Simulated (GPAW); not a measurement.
# Near-edge structure at the O K edge of ZnO (zincite, P6_3mc), part 3 of 4

Aim: the dependence of the O K near-edge features of ZnO (zincite, P6_3mc) on volume.

GPAW 26.7.0; X-ray absorption from dipole matrix elements to empty bands, plane-wave PAW revPBE.

So far. Step 4 (Spectrum with FCH, O atom 3): The hole costs E(hole) − E(ground) = 533.10 eV, and the lowest empty level of the hole cell on the spectrum's mesh lies at 4.73 eV, which puts the zero at 537.83 eV. One term is added: -8.91 eV, since the hole is spin-paired here and a spin-polarised one costs that much less in the free atom (computed apart). The photon energy is then 528.92 eV. The functional and the charged cell's background leave an error of a few eV in such absolute values.

### 7. Reference energy of the supercell

Level of this step: plane-wave PAW DFT, revPBE, self-consistent field (GPAW).

The cell changes for the next run, so it gets a reference energy of its own.

The cell differs from the one that the last finished run ended in (a 5.513 → 5.571 Å, b 5.513 → 5.571 Å, c 6.011 → 6.075 Å).

Input file scf.py:

```python
import numpy as np
from ase import Atoms
from ase.parallel import parprint, paropen
from gpaw import GPAW, PW, FermiDirac, Mixer, MixerDif, setup_paths
from gpaw.test import gen
setup_paths.insert(0, '.')
gen('O', name='nch1s', xcname='revPBE', corehole=(1, 0, 0), write_xml=True)
from gpaw.mpi import world
world.barrier()

atoms = Atoms('Zn6O6',
    cell=[[0, -5.57111451, 0],
     [4.82472669, -2.78555726, 0],
     [-1.60824223, 2.78555726, 5.15312249]],
    scaled_positions=[[0.66666667, 0.33333333, 0],
     [0, 0.66666667, 0],
     [0.33333333, 0, 0],
     [0.83333333, 0.16666667, 0.5],
     [0.16666667, 0.5, 0.5],
     [0.5, 0.83333333, 0.5],
     [0.95967, 0.29300333, 0.87901],
     [0.29300333, 0.62633667, 0.87901],
     [0.62633667, 0.95967, 0.87901],
     [0.79300333, 0.45967, 0.37901],
     [0.12633667, 0.79300333, 0.37901],
     [0.45967, 0.12633667, 0.37901]],
    pbc=True)
atoms.calc = calc = GPAW(legacy_gpaw=True, mode=PW(500, force_complex_dtype=True), xc='revPBE', setups={6: 'nch1s'},
    kpts={'size': (4, 4, 4), 'gamma': True}, occupations=FermiDirac(0.02),
    charge=0, mixer=Mixer(0.1, 5, 50), maxiter=150,
    convergence={'density': 0.0001, 'eigenstates': 1e-6}, txt='scf.txt')
energy = atoms.get_potential_energy() + calc.get_reference_energy()
ef = calc.get_fermi_level()
out = dict(energy=energy, fermi=ef, forces=atoms.get_forces().tolist())
parprint(f'all-electron energy {energy:.4f} eV, Fermi level {ef:.4f} eV')
ev = np.array([[calc.get_eigenvalues(k, s) for k in range(len(calc.get_ibz_k_points()))] for s in range(calc.get_number_of_spins())])
out['homo'], out['lumo'], out['counts'] = ev[ev < ef].max(), ev[ev > ef].min(), sorted(set((ev < ef).sum((0, 2)).tolist()))
out['filled'] = (ev[:, 0] < ef).sum(1).tolist()
import json
with paropen('out.json', 'w') as f:
    json.dump(out, f)
```

Started as:

```bash
$ OMP_NUM_THREADS=1 mpirun -n 4 gpaw python scf.py
```

Numbers of over 12 decimals in the logs are rounded to 6 here.

What it wrote:

```text
Input parameters:
  convergence: {density: 0.0001,
                eigenstates: 1e-06}
  kpts: {gamma: True,
         size: (4, 4, 4)}
  maxiter: 150
  mixer: {backend: pulay,
          beta: 0.1,
          method: separate,
          nmaxold: 5,
          weight: 50}
  mode: {ecut: 500.0,
         force_complex_dtype: True,
         name: pw}
  occupations: {fixmagmom: False,
                name: fermi-dirac,
[...]
2s(2) :    -0.881898     1.082464
*s    :     0.118102
2p(4) :    -0.329595     0.879738
*p    :     0.670405
*d    :     0.000000
--------------------------------

Diagonalizing with gridspacing h=0.050

state   all-electron     PAW
-------------------------------
2s:      -0.881898    -0.883008
2p:      -0.329595    -0.333354
*d:                    0.048653
*f:                    0.076486
-------------------------------
all-electron energy -305496.0655 eV, Fermi level 4.8468 eV
[key lines of the parts left out:]
Converged after 15 iterations.
Dipole moment: (2.868394, -4.968204, 4.118285) |e|*Ang
Free energy:    -48.348842
Fermi level: 4.84676
```

Wall time 36 s (4 MPI ranks of AMD EPYC 9R14 (Zen 4), shared host); peak memory 0.3 GiB; 2.4 min of CPU time.

Reference energy: -305496.066 eV with the cores included.

### 8. Spectrum with FCH, O atom 3

Shorter bonds are expected to push antibonding states and scattering resonances up, and longer ones down; the cell is scaled to test that.

Changed against the first core-hole run: volume scale from 1 to 0.97.

Input file xas.py:

```python
import numpy as np
from ase import Atoms
from ase.parallel import parprint, paropen
from gpaw import GPAW, PW, FermiDirac, Mixer, MixerDif, setup_paths
from gpaw.test import gen
setup_paths.insert(0, '.')
gen('O', name='fch1s', xcname='revPBE', corehole=(1, 0, 1), write_xml=True)
from gpaw.mpi import world
world.barrier()

atoms = Atoms('Zn6O6',
    cell=[[0, -5.57111451, 0],
     [4.82472669, -2.78555726, 0],
     [-1.60824223, 2.78555726, 5.15312249]],
    scaled_positions=[[0.66666667, 0.33333333, 0],
     [0, 0.66666667, 0],
     [0.33333333, 0, 0],
     [0.83333333, 0.16666667, 0.5],
     [0.16666667, 0.5, 0.5],
     [0.5, 0.83333333, 0.5],
     [0.95967, 0.29300333, 0.87901],
     [0.29300333, 0.62633667, 0.87901],
     [0.62633667, 0.95967, 0.87901],
     [0.79300333, 0.45967, 0.37901],
     [0.12633667, 0.79300333, 0.37901],
     [0.45967, 0.12633667, 0.37901]],
    pbc=True)
atoms.calc = calc = GPAW(legacy_gpaw=True, mode=PW(500, force_complex_dtype=True), xc='revPBE', setups={6: 'fch1s'},
    kpts={'size': (4, 4, 4), 'gamma': True}, occupations=FermiDirac(0.02),
    charge=0, mixer=Mixer(0.1, 5, 50), maxiter=150,
    convergence={'density': 0.0001, 'eigenstates': 1e-6}, txt='scf.txt')
energy = atoms.get_potential_energy() + calc.get_reference_energy()
ef = calc.get_fermi_level()
out = dict(energy=energy, fermi=ef, forces=atoms.get_forces().tolist())
parprint(f'all-electron energy {energy:.4f} eV, Fermi level {ef:.4f} eV')
ev = np.array([[calc.get_eigenvalues(k, s) for k in range(len(calc.get_ibz_k_points()))] for s in range(calc.get_number_of_spins())])
out['homo'], out['lumo'], out['counts'] = ev[ev < ef].max(), ev[ev > ef].min(), sorted(set((ev < ef).sum((0, 2)).tolist()))
out['filled'] = (ev[:, 0] < ef).sum(1).tolist()

from ase.units import Ha
from gpaw.xas import dipole_matrix_elements
nb = int(calc.get_number_of_electrons() / 2) + 85
top, nb = nb, nb + 8 + nb // 12
nscf = calc.fixed_density(kpts={'size': (5, 5, 5), 'gamma': True}, nbands=nb,
    convergence={'bands': top, 'eigenstates': 5e-3}, maxiter=60, txt='nscf.txt')
cell = atoms.cell.array
ops = [cell.T @ U.T @ np.linalg.inv(cell.T) for U in nscf.wfs.kd.symmetry.op_scc]
filled = [54]  # bands filled in the ground state, by spin
E = np.arange(-6, 34, 0.1)
fwhm = np.interp(E, [4, 25], [0.9, 3.5])
Y, X, zero, highest = 0, 0, 1e9, 1e9
for spin in range(nscf.get_number_of_spins()):
    wfs = nscf.wfs
    mine = wfs.bd.get_slice()  # this rank's bands
    A = dipole_matrix_elements(wfs.setups[6])
    eps = np.zeros((wfs.kd.nibzkpts, nb))
    d = np.zeros((3, A.shape[1], wfs.kd.nibzkpts, nb), complex)
    for kpt in wfs.kpt_u:
        if kpt.s == spin and 6 in kpt.P_ani:
            eps[kpt.k, mine] = kpt.eps_n * Ha
            d[:, :, kpt.k, mine] = (kpt.weight * wfs.nspins / 2) ** 0.5 * np.inner(A, kpt.P_ani[6])
    world.sum(eps)
    world.sum(d)
    T = np.einsum('amkn,bmkn->abkn', d, d.conj()).real
    T = sum(np.einsum('ai,ijkn,bj->abkn', R, T, R) for R in ops) / len(ops)
    empty = np.ones_like(eps, bool) & (np.arange(nb) >= filled[spin])
    zero, highest = min(zero, eps[empty].min()), min(highest, eps[:, top - 1].min())
    lines = [(eps, T, empty)] if spin == 0 else lines + [(eps, T, empty)]
for eps, T, empty in lines:
    f = np.einsum('aakn->akn', T).reshape(3, -1)
    x = eps.ravel() - zero
    w = np.interp(x, E, fwhm) / 2.35482
    g = np.exp(-0.5 * ((E[:, None] - x) / w) ** 2) / (w * (2 * np.pi) ** 0.5)
    Y = Y + (f * empty.ravel()) @ g.T
    X = X + (f * ~empty.ravel()) @ g.T
out.update(E=E.round(2).tolist(), xas=Y.tolist(), xes=X.tolist(), zero=zero, valid=highest - zero, nk=len(eps), nb=nb)
for i in range(0, len(E), 10):
    parprint(f'{E[i]:7.2f}', *(f'{v:10.3e}' for v in Y[:, i]))
import json
with paropen('out.json', 'w') as f:
    json.dump(out, f)
```

Started as:

```bash
$ OMP_NUM_THREADS=1 mpirun -n 4 gpaw python xas.py
```

What it wrote:

```text
Input parameters:
  convergence: {density: 0.0001,
                eigenstates: 1e-06}
  kpts: {gamma: True,
         size: (4, 4, 4)}
  maxiter: 150
  mixer: {backend: pulay,
          beta: 0.1,
          method: separate,
          nmaxold: 5,
          weight: 50}
  mode: {ecut: 500.0,
         force_complex_dtype: True,
         name: pw}
  occupations: {fixmagmom: False,
                name: fermi-dirac,
[...]
*p    :    -0.060364
*d    :     0.000000
--------------------------------

Diagonalizing with gridspacing h=0.050

state   all-electron     PAW
-------------------------------
2s:      -1.610682    -1.612130
2p:      -1.060364    -1.066633
*d:                   -0.064109
*f:                   -0.013753
-------------------------------
all-electron energy -304963.2143 eV, Fermi level 4.7866 eV
[...]
32.00  3.824e-05  3.824e-05  3.756e-05
  33.00  3.620e-05  3.621e-05  3.215e-05
[key lines of the parts left out:]
Converged after 16 iterations.
Dipole moment: (2.427538, -5.001507, 4.334468) |e|*Ang
Free energy:    -70.599538
Fermi level: 4.78656
```

Elapsed: 2 min, on 4 MPI ranks; peak memory 0.57 GiB; 7.8 min of CPU time.

```csv
E (eV),first run,this run
-2.0,0.00,0.00
-1.0,0.00,0.00
0.0,0.00,0.00
1.0,0.08,0.07
2.0,0.28,0.27
3.0,0.60,0.58
4.0,1.43,1.37
5.0,2.05,2.00
6.0,2.28,2.23
7.0,3.09,3.04
8.0,1.92,2.15
9.0,0.89,0.94
10.0,1.05,1.03
11.0,0.92,0.93
12.0,0.98,0.94
13.0,0.98,0.98
14.0,0.73,0.77
15.0,0.52,0.55
16.0,0.44,0.45
17.0,0.42,0.41
18.0,0.45,0.43
19.0,0.55,0.51
20.0,0.70,0.65
21.0,0.85,0.80
22.0,0.98,0.94
23.0,1.07,1.04
24.0,1.18,1.14
25.0,1.33,1.27
26.0,1.43,1.39
27.0,1.41,1.42
28.0,1.26,1.32
29.0,1.05,1.13
30.0,0.87,0.93
31.0,0.74,0.79
32.0,0.66,0.69
```

Against the first run the r.m.s. difference is 5 %. The highest intensity below 16 eV goes from 7.0 eV (3.09) to 7.1 eV (3.05).

The photon energy of the zero moves by +0.14 eV.

### 9. Supercell without a hole, the energy reference

The cell changes for the next run, so it gets a reference energy of its own.

The cell differs from the one that the last finished run ended in (a 5.571 → 5.684 Å, b 5.571 → 5.684 Å, c 6.075 → 6.197 Å).

scf.py, as its differences from that of step 7:

```diff
@@ -11,5 +11,5 @@
 atoms = Atoms('Zn6O6',
-    cell=[[0, -5.57111451, 0],
-     [4.82472669, -2.78555726, 0],
-     [-1.60824223, 2.78555726, 5.15312249]],
+    cell=[[0, -5.68369261, 0],
+     [4.92222219, -2.84184631, 0],
+     [-1.64074073, 2.84184631, 5.25725403]],
     scaled_positions=[[0.66666667, 0.33333333, 0],
```

Started as:

```bash
$ OMP_NUM_THREADS=1 mpirun -n 4 gpaw python scf.py
```

What it wrote:

```text
Input parameters:
  convergence: {density: 0.0001,
                eigenstates: 1e-06}
  kpts: {gamma: True,
         size: (4, 4, 4)}
  maxiter: 150
  mixer: {backend: pulay,
          beta: 0.1,
          method: separate,
          nmaxold: 5,
          weight: 50}
  mode: {ecut: 500.0,
         force_complex_dtype: True,
         name: pw}
  occupations: {fixmagmom: False,
                name: fermi-dirac,
[...]
2s(2) :    -0.881898     1.082464
*s    :     0.118102
2p(4) :    -0.329595     0.879738
*p    :     0.670405
*d    :     0.000000
--------------------------------

Diagonalizing with gridspacing h=0.050

state   all-electron     PAW
-------------------------------
2s:      -0.881898    -0.883008
2p:      -0.329595    -0.333354
*d:                    0.048653
*f:                    0.076486
-------------------------------
all-electron energy -305496.5566 eV, Fermi level 4.1197 eV
[key lines of the parts left out:]
Converged after 16 iterations.
Dipole moment: (3.123113, -5.409387, 3.907522) |e|*Ang
Free energy:    -48.839940
Fermi level: 4.11974
```

Run time: 39 s. Hardware: 4 MPI ranks; peak memory 0.31 GiB; 2.6 min of CPU time.

Reference energy: -305496.557 eV with the cores included.

### 10. Spectrum with FCH, O atom 3

Shorter bonds are expected to push antibonding states and scattering resonances up, and longer ones down; the cell is scaled to test that.

Changed against the first core-hole run: volume scale from 1 to 1.03.

xas.py, as its differences from that of step 8:

```diff
@@ -11,5 +11,5 @@
 atoms = Atoms('Zn6O6',
-    cell=[[0, -5.57111451, 0],
-     [4.82472669, -2.78555726, 0],
-     [-1.60824223, 2.78555726, 5.15312249]],
+    cell=[[0, -5.68369261, 0],
+     [4.92222219, -2.84184631, 0],
+     [-1.64074073, 2.84184631, 5.25725403]],
     scaled_positions=[[0.66666667, 0.33333333, 0],
@@ -41,3 +41,3 @@
 from gpaw.xas import dipole_matrix_elements
-nb = int(calc.get_number_of_electrons() / 2) + 85
+nb = int(calc.get_number_of_electrons() / 2) + 90
 top, nb = nb, nb + 8 + nb // 12
```

Started as:

```bash
$ OMP_NUM_THREADS=1 mpirun -n 4 gpaw python xas.py
```

What it wrote:

```text
Input parameters:
  convergence: {density: 0.0001,
                eigenstates: 1e-06}
  kpts: {gamma: True,
         size: (4, 4, 4)}
  maxiter: 150
  mixer: {backend: pulay,
          beta: 0.1,
          method: separate,
          nmaxold: 5,
          weight: 50}
  mode: {ecut: 500.0,
         force_complex_dtype: True,
         name: pw}
  occupations: {fixmagmom: False,
                name: fermi-dirac,
[...]
*p    :    -0.060364
*d    :     0.000000
--------------------------------

Diagonalizing with gridspacing h=0.050

state   all-electron     PAW
-------------------------------
2s:      -1.610682    -1.612130
2p:      -1.060364    -1.066633
*d:                   -0.064109
*f:                   -0.013753
-------------------------------
all-electron energy -304963.2238 eV, Fermi level 4.0652 eV
[...]
32.00  3.595e-05  3.595e-05  3.245e-05
  33.00  3.515e-05  3.515e-05  3.221e-05
[key lines of the parts left out:]
Converged after 17 iterations.
Dipole moment: (2.674615, -5.436259, 4.126530) |e|*Ang
Free energy:    -70.609014
Fermi level: 4.06525
```

Run time: 2.3 min. Hardware: 4 MPI ranks; peak memory 0.59 GiB; 9.2 min of CPU time.

```csv
E (eV),first run,this run
-2.0,0.00,0.00
-1.0,0.00,0.00
0.0,0.00,0.00
1.0,0.08,0.08
2.0,0.28,0.28
3.0,0.60,0.63
4.0,1.43,1.50
5.0,2.05,2.09
6.0,2.28,2.35
7.0,3.09,3.09
8.0,1.92,1.70
9.0,0.89,0.88
10.0,1.05,1.05
11.0,0.92,0.92
12.0,0.98,1.02
13.0,0.98,0.97
14.0,0.73,0.68
15.0,0.52,0.49
16.0,0.44,0.43
17.0,0.42,0.42
18.0,0.45,0.47
19.0,0.55,0.60
20.0,0.70,0.75
21.0,0.85,0.90
22.0,0.98,1.01
23.0,1.07,1.11
24.0,1.18,1.24
25.0,1.33,1.38
26.0,1.43,1.44
27.0,1.41,1.37
28.0,1.26,1.18
29.0,1.05,0.97
30.0,0.87,0.81
31.0,0.74,0.70
32.0,0.66,0.64
```

Against the first run the r.m.s. difference is 5 %. The highest intensity below 16 eV goes from 7.0 eV (3.09) to 6.9 eV (3.11).

The photon energy of the zero moves by -0.13 eV.

### 11. Reference energy of the supercell

The cell changes for the next run, so it gets a reference energy of its own.

The cell differs from the one that the last finished run ended in (a 5.684 → 5.738 Å, b 5.684 → 5.738 Å, c 6.197 → 6.257 Å).

scf.py, as its differences from that of step 9:

```diff
@@ -11,5 +11,5 @@
 atoms = Atoms('Zn6O6',
-    cell=[[0, -5.68369261, 0],
-     [4.92222219, -2.84184631, 0],
-     [-1.64074073, 2.84184631, 5.25725403]],
+    cell=[[0, -5.73834685, 0],
+     [4.96955415, -2.86917343, 0],
+     [-1.65651805, 2.86917343, 5.30780765]],
     scaled_positions=[[0.66666667, 0.33333333, 0],
```

Started as:

```bash
$ OMP_NUM_THREADS=1 mpirun -n 4 gpaw python scf.py
```

What it wrote:

```text
Input parameters:
  convergence: {density: 0.0001,
                eigenstates: 1e-06}
  kpts: {gamma: True,
         size: (4, 4, 4)}
  maxiter: 150
  mixer: {backend: pulay,
          beta: 0.1,
          method: separate,
          nmaxold: 5,
          weight: 50}
  mode: {ecut: 500.0,
         force_complex_dtype: True,
         name: pw}
  occupations: {fixmagmom: False,
                name: fermi-dirac,
[...]
2s(2) :    -0.881898     1.082464
*s    :     0.118102
2p(4) :    -0.329595     0.879738
*p    :     0.670405
*d    :     0.000000
--------------------------------

Diagonalizing with gridspacing h=0.050

state   all-electron     PAW
-------------------------------
2s:      -0.881898    -0.883008
2p:      -0.329595    -0.333354
*d:                    0.048653
*f:                    0.076486
-------------------------------
all-electron energy -305496.6318 eV, Fermi level 3.7865 eV
[key lines of the parts left out:]
Converged after 13 iterations.
Dipole moment: (3.245579, -5.621545, 3.805996) |e|*Ang
Free energy:    -48.915194
Fermi level: 3.78651
```

Run time: 45 s. Hardware: 4 MPI ranks; peak memory 0.31 GiB.

Reference energy: -305496.632 eV with the cores included.

(Part 3 of 4 ends here.)

[Banner, clock and machine lines of the logs are left out without a mark of their own.]

[Logs are printed without paths, hosts, clocks, repeated set-up lines and the standing remarks that a program may print on its own settings, such as how far it seeks lower states.]

[Hosts, paths, dates, database ids (printed as entryN), source tags and the programs' standing remarks are cut or masked in the printed files.]

[Lists of maxima count a maximum above −3 eV only where it reaches 4 % of the highest in the window and stands out from its surroundings by 2 % of it (1.5 % where it reaches 55 %); shoulders and weaker maxima are passed over, and of the rest the first, up to two pre-edge ones and the few strongest are named.]
